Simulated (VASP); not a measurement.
## BN (F-43m): a series in biaxial strain in the (110) plane

Wanted: the response of BN to biaxial strain in the (110) plane, as a table, with a fit that predicts a row left out.

Method: LDA; plane waves and PAW (B, N), in the first sound run; inputs show where later runs differ, in VASP 6.6.1.

This is a report of a sequence of runs, with most program output left out.

## (1) The starting structure

Symmetry: F-43m, No. 216, cubic system. The conventional cell has a = 3.616 Å, b = 3.616 Å, c = 3.616 Å, α = 90.00°, β = 90.00°, γ = 90.00°. Nearest to B lie 4 N at 1.57 Å. N has 4 B at 1.57 Å nearest. Farther neighbours and most contacts between anions are not listed.

As a file:

```xyz
2
Lattice="0.0000 1.8080 1.8080 1.8080 0.0000 1.8080 1.8080 1.8080 0.0000" Properties=species:S:1:pos:R:3 pbc="T T T"
B     0.0000    0.0000    0.0000
N     0.9040    0.9040    0.9040
```

## (2) Relax the crystal, LDA

The series starts from the cell that this level prefers, so that zero strain is near zero stress.

This step took 2 runs in a row; the last is shown.

Level: LDA; plane waves and PAW (B, N).

INCAR reads:

```
SYSTEM = BN
PREC = Accurate
ENCUT = 600
EDIFF = 1E-07
NELM = 120
ISMEAR = 0
SIGMA = 0.02
LREAL = .FALSE.
ALGO = Normal
GGA = CA
NBANDS = 10
LASPH = .TRUE.
LORBIT = 11
LWAVE = .FALSE.
LCHARG = .FALSE.
KPAR = 16
IBRION = 2
NSW = 40
ISIF = 3
EDIFFG = -0.005
POTIM = 0.4
```

POSCAR reads:

```
BN
1.0
    0.0000000000      1.7913124887      1.7913124887
    1.7913124887      0.0000000000      1.7913124887
    1.7913124887      1.7913124887      0.0000000000
B N
1 1
Direct
    0.0000000000      0.0000000000      0.0000000000
    0.2500000000      0.2500000000      0.2500000000
```

KPOINTS reads:

```
Automatic mesh
0
Gamma
14 14 14
0 0 0
```

Potentials, in the order of the species: B and N (LDA family, release 64).

On the command line:

```bash
$ mpirun -np 16 vasp_std
```

Run time: 2 s. Hardware: 16 MPI ranks of Intel Xeon Platinum 8488C (Sapphire Rapids), shared host; peak memory 1.9 GiB; 16 s of CPU time.

Read from the output:

| Quantity | Value |
| --- | --- |
| energy(sigma→0) of the program | -19.4164 eV |
| stress, compression positive | 0.03 along [110], 0.03 across it (mean), GPa |
| volume | 11.496 Å³ |
| ionic steps | 1 |

## (3) Strain along the normal, LDA

One member in full: the plane is strained by 0.5 %, and the strain along the normal is moved by secant steps until the normal stress is under 0.012 GPa or five steps are spent; the atoms relax at each step.

This step took 3 runs, each at a new trial strain with the atoms of the one before; the last is shown.

Level: LDA; plane waves and PAW (B, N).

INCAR, as its differences from that of step 2:

```diff
@@ -15,7 +15,7 @@
 LCHARG = .FALSE.
-KPAR = 16
-IBRION = 2
-NSW = 40
-ISIF = 3
-EDIFFG = -0.005
-POTIM = 0.4
+KPAR = 4
+IBRION = 1
+NSW = 25
+ISIF = 2
+EDIFFG = -0.004
+POTIM = 0.3
```

POSCAR reads:

```
BN
1.0
   -0.0054525800      1.7948164710      1.8002690510
    1.7948164710     -0.0054525800      1.8002690510
    1.7893638910      1.7893638910      0.0000000000
B N
1 1
Direct
    0.9999412558      0.9999412558      0.0000587442
    0.2500587442      0.2500587442      0.2499412558
```

KPOINTS is that of step 2.

On the command line:

```bash
$ mpirun -np 4 vasp_std
```

Wall time 11 s (4 MPI ranks); peak memory 0.63 GiB.

Numbers from this step:

* energy(sigma→0) of the program: -19.4148 eV
* stress, compression positive: 0.00 along [110], -5.23 across it (mean), GPa
* ionic steps: 1

## (4) Band edges, HSE06

Short lines in KPOINTS_OPT sample the zone centre along and across the normal of the plane, for masses, and the other valleys.

Level: HSE06; plane waves and PAW (B, N).

INCAR reads:

```
SYSTEM = BN
PREC = Accurate
ENCUT = 600
EDIFF = 1E-06
NELM = 100
ISMEAR = 0
SIGMA = 0.02
LREAL = .FALSE.
ALGO = Normal
LHFCALC = .TRUE.
AEXX = 0.25
GGA = PE
HFSCREEN = 0.2
LASPH = .TRUE.
NBANDS = 9
PRECFOCK = Fast
LWAVE = .FALSE.
LCHARG = .FALSE.
KPAR = 4
```

POSCAR is that of step 3.

KPOINTS reads:

```
Automatic mesh
0
Gamma
7 7 7
0 0 0
```

KPOINTS_OPT reads:

```
Line mode
6
Line-mode
Reciprocal
  0.00000000   0.00000000   0.00000000
  0.01006871   0.01006871   0.02013742

  0.00000000   0.00000000   0.00000000
 -0.01013007   0.01013007  -0.00000000

  0.31000000   0.31000000   0.00000000
  0.50000000   0.50000000   0.00000000

  0.00000000   0.31000000   0.31000000
  0.00000000   0.50000000   0.50000000

  0.45000000   0.45000000   0.45000000
  0.50000000   0.50000000   0.50000000

  0.45000000   0.00000000   0.00000000
  0.50000000   0.00000000   0.00000000

  0.42500000   0.42500000   0.00000000
  0.42495661   0.43928270   0.01423931

  0.50000000   0.50000000   0.50000000
  0.48986993   0.51013007   0.50000000
```

On the command line:

```bash
$ mpirun -np 4 vasp_std
```

Elapsed: 2.3 min, on 4 MPI ranks; peak memory 0.96 GiB.

This run gave:

```
energy(sigma→0) of the program : -20.4544 eV
```

## (5) The table

Hybrid runs start from orbitals of a short LDA run, not shown.

Runs beyond LDA use the data sets made with LDA; this shifts their levels slightly, and their total energies have another zero.

The other members went through these steps as far as the tables show, with the same cutoff and, step by step, the same mesh; 49 runs are not shown. The session took 1.9 core hours (wall time by ranks) on a shared machine.

```
in-plane strain (%)  strain along the normal (%)  mean of the two in-plane stresses, tension positive (GPa)  energy above the unstrained row (meV/atom)  gap on the mesh, LDA (eV)
             -2.000                        0.508                                                    -23.090                                      16.614                      4.137
             -1.500                        0.372                                                    -17.013                                       9.376                      4.206
             -1.000                        0.243                                                    -11.149                                       4.227                      4.268
             -0.500                        0.120                                                     -5.484                                       1.125                      4.324
                  0                        0.004                                                     -0.024                                       0.000                      4.375
              0.500                       -0.109                                                      5.227                                       0.808                      4.320
              1.000                       -0.216                                                     10.272                                       3.471                      4.265
              1.500                       -0.318                                                     15.117                                       7.936                      4.214
              2.000                       -0.415                                                     19.760                                      14.161                      4.165
```

Slopes at zero strain, from cubics through all rows: strain ratio -0.229, stress over strain 1071 GPa.

Band edges at HSE06, counted from the valence-band top at Γ, with one row partly withheld:

| in-plane strain (%) | gap (eV) | conduction band at Γ (eV) | Δ or X valley along z (eV) | Δ or X valley along x (eV) | lowest conduction level at L, [111] (eV) | lowest conduction level at L, [-111] (eV) | second valence level below the top (eV) | third valence level below the top (eV) |
| --- | --- | --- | --- | --- | --- | --- | --- | --- |
| -2.000 | 5.590 | 10.504 | 5.590 | 5.875 | 12.834 | 12.130 | 0.032 | 0.204 |
| -1.500 | 5.659 | 10.553 | 5.659 | 5.861 | 12.717 | 12.179 | 0.029 | 0.152 |
| -1.000 | 5.721 | 10.601 | 5.721 | 5.848 | 12.550 | 12.218 | 0.024 | 0.099 |
| -0.500 | 5.777 | ? | 5.777 | 5.837 | 12.384 | 12.237 | 0.012 | 0.050 |
| 0 | 5.827 | 10.704 | 5.827 | 5.827 | 12.220 | 12.220 | 0.000 | 0.000 |
| 0.500 | 5.773 | 10.542 | 5.825 | 5.773 | 12.014 | 12.103 | 0.029 | 0.046 |
| 1.000 | 5.718 | 10.381 | 5.817 | 5.718 | 11.809 | 11.942 | 0.059 | 0.094 |
| 1.500 | 5.667 | 10.224 | 5.806 | 5.667 | 11.609 | 11.758 | 0.083 | 0.139 |
| 2.000 | 5.619 | 10.070 | 5.791 | 5.619 | 11.414 | 11.565 | 0.103 | 0.183 |

## (6) Working out the slope

The quantity to fit is the conduction level at Γ above the mean of the three top valence levels at HSE06: 10.583, 10.613, 10.642, 10.704, 10.567, 10.432, 10.298, 10.165 eV in the rows shown.

A least-squares parabola through the 8 rows shown, with e the strain in %: E = − 0.07110 e² − 0.1048 e + 10.64 (eV), r.m.s. residual 0.032 eV.

For the withheld row, e = -0.5, the fit gives 10.6729 eV.

## (7) The withheld row

The calculation gives 10.6740 eV, so the prediction is 0.0011 eV too low, within twice the residual of the fit.

The rows do not lie on one parabola (a picked bound of 1 % of their span for the r.m.s. residual). Levels that cross, a degenerate level that splits or an edge that moves to another point can do that; which it is was not traced. So the linear term is no slope at zero strain, and none is listed.

## (8) Results

```
ratio of normal to in-plane strain : -0.229
biaxial modulus                    : 1071 GPa
gap of the unstrained cell, HSE06  : 5.83 eV
error of the predicted row         : -1.1 meV
```

**Reading.** As a check, the curvature of the energy gives 1072 GPa for the same modulus (energy per volume = M × strain²), 0 % from the slope of the stress. The energy also has a linear term worth 0.42 GPa that the stress column lacks, a mark of the finite basis. At HSE06 the lowest conduction valley is Δ or X throughout, and the gap runs between 5.59 and 5.83 eV. Hole masses are left out throughout, since the top bands are degenerate or cross in many series; of conduction masses, those of the Γ, L and (for Si and Ge under (001) strain) Δ valleys are kept where they change by under an eighth between rows. HSE06 ran on a coarser mesh than the semilocal levels. Spin-orbit coupling is left out at HSE06, so the valence splittings there lack it. Δ or X levels are the lowest on their line, refined by a parabola unless they lie at X; the gap is read from all points sampled and can differ from the lowest valley by some meV, or by tens of meV where strain moves the valence top off Γ. Temperature, zero-point motion and excitons are left out.

[Lines on the potential files, build, host, timing and source positions are cut from VASP's logs without a mark.]

[Logs are printed without paths, hosts, clocks, repeated set-up lines and the standing remarks that a program may print on its own settings, such as how far it seeks lower states.]

[Hosts, paths, dates, database ids (printed as entryN), source tags and the programs' standing remarks are cut or masked in the printed files.]

[In band tables of VASP the shares of atoms and orbitals are scaled to a sum of 1 inside the atoms' spheres.]
